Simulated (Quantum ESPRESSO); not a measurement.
Runs of Quantum ESPRESSO 7.5 on BaZrO3. It takes space group Pm-3m (No. 221, cubic). The conventional cell has a = 4.191 Å, b = 4.191 Å, c = 4.191 Å, α = 90.00°, β = 90.00°, γ = 90.00°. Around Ba (site symmetry m-3m) lie 12 O at 2.96 Å. Around Zr (site symmetry m-3m) lie 6 O at 2.10 Å. O (site symmetry 4/mmm) has 2 Zr at 2.10 Å as nearest neighbours. 

```csv
task,level,potentials or basis,cell,cutoff (eV),form of the LDA correlation,pressure (GPa)
dielectric tensor,AM05,PseudoDojo 0.4.1 SR PBE standard,as given,1143,-,0.0
phonons,LDA,GBRV 1.5 LDA,relaxed,612,PZ81,0.0
dielectric tensor,WC,PseudoDojo 0.4.1 SR PBE standard,as given,1143,-,-0.6
dielectric tensor,PBEsol,PseudoDojo 0.4.1 SR PBEsol standard,as given,1143,-,(a)
dielectric tensor,LDA,PseudoDojo 0.4.1 SR LDA standard,as given,1143,PW92,-5.0
dielectric tensor,BLYP,PseudoDojo 0.4.1 SR PBE standard,as given,1143,-,9.5
```

Alike in all rows: no spin polarisation; k mesh 4 × 4 × 4, shifted; smearing fermi-dirac 0.05 eV.

Question: Fill in the values left out.

Answer: (a) -1.1.

Caveats: this release of the barium file is off (some runs); the potentials were made for another functional, which shifts forces and pressure (some runs); the cell is more than 3 GPa from zero pressure, which shifts response properties (some runs).

Runs at the PBE level aren't shown here.
